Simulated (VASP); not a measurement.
# CdTe (F-43m) in VASP: a series of runs

The runs below take CdTe through single point, with PBE.

Everything below comes from runs of VASP 6.6.1. Logs are shortened: lines on timing, memory, paths and dates and some standing lists are left out, and cuts for length are marked.

**Measured values to compare with.**

From a printed reference work, data compilation, for a bulk crystal of CdTe at 0 K: band gap 1.607 eV.

The runs below are set against these values where they give the same quantity.

**1. The cell of the first run**

The structure is cubic, space group F-43m (No. 216). Conventional cell: a = 6.667 Å, b = 6.667 Å, c = 6.667 Å, α = 90.00°, β = 90.00°, γ = 90.00°. Cd (site symmetry -43m) has 4 Te at 2.89 Å within 3.8 Å. Within 3.8 Å of Te (site symmetry -43m) lie 4 Cd at 2.89 Å.

**2. Single point, PBE**

INCAR

```
PREC = Accurate
ENCUT = 500
EDIFF = 1E-6
ISMEAR = 0
SIGMA = 0.2
LREAL = F
LASPH = T
NELM = 120
ALGO = Normal
ISIF = 2
LWAVE = F
LCHARG = F
GGA = PE
NBANDS = 16
GGA_COMPAT = F
```

KPOINTS

```
regular mesh
0
Gamma
  5 5 5
```

POSCAR

```
CdTe
1.0
    0.0000000000      3.3334895394      3.3334895394
    3.3334895394      0.0000000000      3.3334895394
    3.3334895394      3.3334895394      0.0000000000
Cd Te
1 1
Direct
    0.0000000000      0.0000000000      0.0000000000
    0.7500000000      0.7500000000      0.7500000000
```

Potentials or basis: VASP PAW PBE potentials, release 64 (Cd, Te).

The run is started by

```bash
cat potpaw_PBE.64/Cd/POTCAR potpaw_PBE.64/Te/POTCAR > POTCAR
mpirun -np 1 vasp_std > vasp.out
```

OUTCAR:

```text
PREC = Accurate
   ENCUT = 500
   EDIFF = 1E-6
   ISMEAR = 0
   LREAL = F
   LASPH = T
   NELM = 120
   ISIF = 2
   GGA = PE

 ion  position               nearest neighbor table
   1  0.000  0.000  0.000-   2 2.89   2 2.89   2 2.89   2 2.89
   2  0.750  0.750  0.750-   1 2.89   1 2.89   1 2.89   1 2.89

  LATTYP: Found a face centered cubic cell.
 ALAT       =     6.6669790788

  Lattice vectors:

 A1 = (   0.0000000000,   3.3334895394,   3.3334895394)
 A2 = (   3.3334895394,   0.0000000000,   3.3334895394)
 A3 = (   3.3334895394,   3.3334895394,   0.0000000000)

Analysis of symmetry for initial positions (statically):
=====================================================================
 Subroutine PRICEL returns:
 Original cell was already a primitive cell.

 Routine SETGRP: Setting up the symmetry group for a
 face centered cubic supercell.

 Subroutine GETGRP returns: Found 24 space group operations
 (whereof 24 operations were pure point group operations)
 out of a pool of 48 trial point group operations.

The static configuration has the point symmetry T_d .

Analysis of symmetry for dynamics (positions and initial velocities):
=====================================================================
 Subroutine PRICEL returns:
 Original cell was already a primitive cell.

 Routine SETGRP: Setting up the symmetry group for a
 face centered cubic supercell.

 Subroutine GETGRP returns: Found 24 space group operations
 (whereof 24 operations were pure point group operations)
 out of a pool of 48 trial point group operations.

The dynamic configuration has the point symmetry T_d .

 Subroutine INISYM returns: Found 24 space group operations
 (whereof 24 operations are pure point group operations),
 and found     1 'primitive' translations

----------------------------------------------------------------------------------------

                                     Primitive cell

  volume of cell :      74.0845

  direct lattice vectors                    reciprocal lattice vectors
     0.000000000  3.333489539  3.333489539    -0.149992971  0.149992971  0.149992971
     3.333489539  0.000000000  3.333489539     0.149992971 -0.149992971  0.149992971
     3.333489539  3.333489539  0.000000000     0.149992971  0.149992971 -0.149992971

  length of vectors
     4.714266117  4.714266117  4.714266117     0.259795447  0.259795447  0.259795447

  position of ions in fractional coordinates (direct lattice)
     0.000000000  0.000000000  0.000000000
[... 63 lines left out ...]
   EDIFF  = 0.1E-05   stopping-criterion for ELM
   LREAL  =      F    real-space projection
   EDIFFG = 0.1E-04   stopping-criterion for IOM
   NSW    =      0    number of steps for IOM
   IBRION =     -1    ionic relax: 0-MD 1-quasi-New 2-CG
   NFREE  =      0    steps in history (QN), initial steepest desc. (CG)
   ISIF   =      2    stress and relaxation
   ISYM   =      2    0-nonsym 1-usesym 2-fastsym
   POTIM  = 0.5000    time-step for ionic-motion
   TEBEG  =    0.0;   TEEND  =   0.0 temperature during run
   PSTRESS=    0.0 pullay stress
   NELECT =      18.0000    total number of electrons
   NUPDOWN=      -1.0000    fix difference up-down
   EMIN   =  10.00;   EMAX   =-10.00  energy-range for DOS
   EFERMI =   0.00;   METHOD = LEGACY
   ISMEAR =     0;   SIGMA  =   0.20  broadening in eV -4-tet -1-fermi 0-gaus
   EFERMI_NEDOS =   21; number of points for ismear=-14 and -15
   IALGO  =     38    algorithm
   IMIX   =      4    mixing-type and parameters
     AMIX     =   0.40;   BMIX     =  1.00
     AMIX_MAG =   1.60;   BMIX_MAG =  1.00
  volume/ion in A,a.u.               =      37.04       249.97
  Fermi-wavevector in a.u.,A,eV,Ry     =   1.021543  1.930436 14.198356  1.043550
  Thomas-Fermi vector in A             =   2.155173
   LORBIT       =      0    0 simple, 1 ext, 2 COOP (PROOUT), +10 PAW based schemes
   GGA     = PE    functional components
   LHFCALC =     F    Hartree Fock is set to
   AEXX    =    0.0000 exact exchange contribution
   IVDW    =     0    specifies the selected vdW correction
   LEPSILON=     F    determine dielectric tensor
   LRPA    =     F    only Hartree local field effects (RPA)
 non-spin polarized calculation
 Gauss-broadening in eV      SIGMA  =   0.20
  energy-cutoff  :      500.00
  volume of cell :       74.08
 maximum number of plane-waves:      1901
 NGX is ok and might be reduce to    36
   NGX = 17   NGY = 17   NGZ = 17

 number of electron      18.0000002 magnetization

 Free energy of the ion-electron system (eV)
  ---------------------------------------------------
  ext. energy  EPLUGINS =         0.00000000
  ---------------------------------------------------
  free energy    TOTEN  =        -4.79352670 eV

  energy without entropy =       -4.79293294  energy(sigma->0) =       -4.79322982

 E-fermi :   1.9161     XC(G=0):  -8.2099

 val. band max:        1.6238429825   @ k =   0.0000   0.0000   0.0000
 cond. band min:       2.1371398259   @ k =   0.0000   0.0000   0.0000
 fundamental gap:      0.5132968434
 Fermi energy:         1.9160650760

 k-point     1 :       0.0000    0.0000    0.0000
  band No.  band energies     occupation
      1      -9.0990      2.00000
      2      -6.4177      2.00000
      3      -6.4177      2.00000
      4      -6.4177      2.00000
      5      -6.2157      2.00000
      6      -6.2157      2.00000
[... 167 lines left out ...]
      3      -6.3234      2.00000
      4      -6.2416      2.00000
      5      -6.2084      2.00000
      6      -5.8202      2.00000
[... 8 lines left out ...]
     15      11.4585      0.00000
     16      13.2393      0.00000

------------------------ aborting loop because EDIFF is reached ----------------------------------------

  FORCE on cell =-STRESS in cart. coord.  units (eV):
  Direction    XX          YY          ZZ          XY          YZ          ZX
  --------------------------------------------------------------------------------------
  -------------------------------------------------------------------------------------
  Total       -0.2675961     -0.2675961     -0.2675961      0.0000000      0.0000000      0.0000000
  in kB       -5.7871285     -5.7871285     -5.7871285      0.0000000      0.0000000      0.0000000
  external PRESSURE =      -5.7871285 kB  Pullay stress =       0.0000000 kB

 VOLUME and BASIS-vectors are now :
 -----------------------------------------------------------------------------
  energy-cutoff  :      500.00
  volume of cell :       74.08
      direct lattice vectors                 reciprocal lattice vectors
     0.000000000  3.333489539  3.333489539    -0.149992971  0.149992971  0.149992971
     3.333489539  0.000000000  3.333489539     0.149992971 -0.149992971  0.149992971
     3.333489539  3.333489539  0.000000000     0.149992971  0.149992971 -0.149992971

 POSITION                                       TOTAL-FORCE (eV/Angst)
 -----------------------------------------------------------------------------------
      0.00000      0.00000      0.00000         0.000000      0.000000      0.000000
      5.00023      5.00023      5.00023        -0.000000     -0.000000     -0.000000
 -----------------------------------------------------------------------------------
    total drift:                               -0.000000     -0.000000      0.000000

  FREE ENERGIE OF THE ION-ELECTRON SYSTEM (eV)
  ---------------------------------------------------
  free  energy   TOTEN  =        -4.7935266989 eV

  energy  without entropy=       -4.7929329366  energy(sigma->0) =       -4.79322982
```

stdout:

```text
POSCAR found type information on POSCAR CdTe
 POSCAR found :  2 types and       2 ions
 scaLAPACK will be used
 LDA part: xc-table for (Slater+PW92), standard interpolation
 POSCAR, INCAR and KPOINTS ok, starting setup
 FFT: planning ... GRIDC
 FFT: planning ... GRID_SOFT
 FFT: planning ... GRID
 WAVECAR not read
 entering main loop
```

Wall time 6.5 s (1 thread of Intel Xeon 6975P-C (Granite Rapids), shared host); peak memory 0.2 GiB.

Results:

```yaml
Free_energy: -4.7935 eV
Pressure: -0.6 GPa
Band_gap_on_the_k_mesh: 0.51 eV, direct
```

Caveat: spin-orbit coupling is left out, which moves the levels of the heavy elements. As with any semilocal functional, this PBE gap is likely too small.

**3. Single point, PBE**

This run uses another cell than the first one, of 36.57 Å³/atom, 0.987 times its volume.

INCAR

```
ALGO = Normal
EDIFF = 1E-6
ENCUT = 500
GGA = PE
GGA_COMPAT = F
ISIF = 2
ISMEAR = 0
LASPH = T
LCHARG = T
LELF = T
LREAL = F
LVHAR = T
LWAVE = F
NBANDS = 16
NELM = 120
PREC = Accurate
SIGMA = 0.1
```

KPOINTS

```
k-points
0
Gamma
  6 6 6
```

POSCAR

```
CdTe
1.0
    0.0000000000      3.3192710780      3.3192710780
    3.3192710780      0.0000000000      3.3192710780
    3.3192710780      3.3192710780      0.0000000000
Cd Te
1 1
Direct
    0.0000000000      0.0000000000      0.0000000000
    0.2500000000      0.2500000000      0.2500000000
```

Potentials or basis: VASP PAW PBE potentials, release 64 (Cd, Te).

The run is started by

```bash
cat potpaw_PBE.64/Cd/POTCAR potpaw_PBE.64/Te/POTCAR > POTCAR
mpirun -np 1 vasp_std > vasp.out
```

OUTCAR:

```text
EDIFF = 1E-6
   ENCUT = 500
   GGA = PE
   ISIF = 2
   ISMEAR = 0
   LASPH = T
   LREAL = F
   NELM = 120
   PREC = Accurate

 ion  position               nearest neighbor table
   1  0.000  0.000  0.000-   2 2.87   2 2.87   2 2.87   2 2.87
   2  0.250  0.250  0.250-   1 2.87   1 2.87   1 2.87   1 2.87

  LATTYP: Found a face centered cubic cell.
 ALAT       =     6.6385421560

  Lattice vectors:

 A1 = (   0.0000000000,   3.3192710780,   3.3192710780)
 A2 = (   3.3192710780,   0.0000000000,   3.3192710780)
 A3 = (   3.3192710780,   3.3192710780,   0.0000000000)

Analysis of symmetry for initial positions (statically):
=====================================================================
 Subroutine PRICEL returns:
 Original cell was already a primitive cell.

 Routine SETGRP: Setting up the symmetry group for a
 face centered cubic supercell.

 Subroutine GETGRP returns: Found 24 space group operations
 (whereof 24 operations were pure point group operations)
 out of a pool of 48 trial point group operations.

The static configuration has the point symmetry T_d .

Analysis of symmetry for dynamics (positions and initial velocities):
[... 151 lines left out ...]
 E-fermi :   2.0099     XC(G=0):  -8.2678

 val. band max:        1.7236301139   @ k =   0.0000   0.0000   0.0000
 cond. band min:       2.2775088200   @ k =   0.0000   0.0000   0.0000
 fundamental gap:      0.5538787061
 Fermi energy:         2.0099386046

 k-point     1 :       0.0000    0.0000    0.0000
  band No.  band energies     occupation
      1      -9.0634      2.00000
      2      -6.3448      2.00000
      3      -6.3448      2.00000
      4      -6.3448      2.00000
      5      -6.1343      2.00000
      6      -6.1343      2.00000
[... 281 lines left out ...]
      3      -6.2362      2.00000
      4      -6.1710      2.00000
      5      -6.1230      2.00000
      6      -5.6735      2.00000
[... 8 lines left out ...]
     15      12.4942      0.00000
     16      12.8370      0.00000

------------------------ aborting loop because EDIFF is reached ----------------------------------------

  FORCE on cell =-STRESS in cart. coord.  units (eV):
  Direction    XX          YY          ZZ          XY          YZ          ZX
  --------------------------------------------------------------------------------------
  -------------------------------------------------------------------------------------
  Total       -0.0887126     -0.0887126     -0.0887126     -0.0000000      0.0000000      0.0000000
  in kB       -1.9432904     -1.9432904     -1.9432904     -0.0000000      0.0000000      0.0000000
  external PRESSURE =      -1.9432904 kB  Pullay stress =       0.0000000 kB

 VOLUME and BASIS-vectors are now :
 -----------------------------------------------------------------------------
  energy-cutoff  :      500.00
  volume of cell :       73.14
      direct lattice vectors                 reciprocal lattice vectors
     0.000000000  3.319271078  3.319271078    -0.150635482  0.150635482  0.150635482
     3.319271078  0.000000000  3.319271078     0.150635482 -0.150635482  0.150635482
     3.319271078  3.319271078  0.000000000     0.150635482  0.150635482 -0.150635482

 POSITION                                       TOTAL-FORCE (eV/Angst)
 -----------------------------------------------------------------------------------
      0.00000      0.00000      0.00000         0.000000      0.000000      0.000000
      1.65964      1.65964      1.65964        -0.000000     -0.000000     -0.000000
 -----------------------------------------------------------------------------------
    total drift:                               -0.000000     -0.000000     -0.000000

  FREE ENERGIE OF THE ION-ELECTRON SYSTEM (eV)
  ---------------------------------------------------
  free  energy   TOTEN  =        -4.8068550926 eV

  energy  without entropy=       -4.8068546737  energy(sigma->0) =       -4.80685488
```

Wall time 10 s (1 thread of Intel Xeon 6975P-C (Granite Rapids), shared host); peak memory 0.2 GiB.

Results:

| Quantity | Value |
| --- | --- |
| Free energy | -4.8069 eV |
| Pressure | -0.2 GPa |
| Band gap on the k mesh | 0.55 eV, direct |

Caveat: spin-orbit coupling is left out, which moves the levels of the heavy elements.

**4. Against experiment**

Step 3. Against the measured gap of CdTe, 1.607 eV (0 K; a printed reference work, data compilation), the calculated 0.55 eV is off by -1.05 eV. So large a miss can be the level of theory's own, or it may mean another phase, state or a wrong row. Spin-orbit coupling on Cd, Te is left out. The value is that of PBE, without temperature or zero-point motion. Semilocal functionals fall short of measured gaps as a rule.
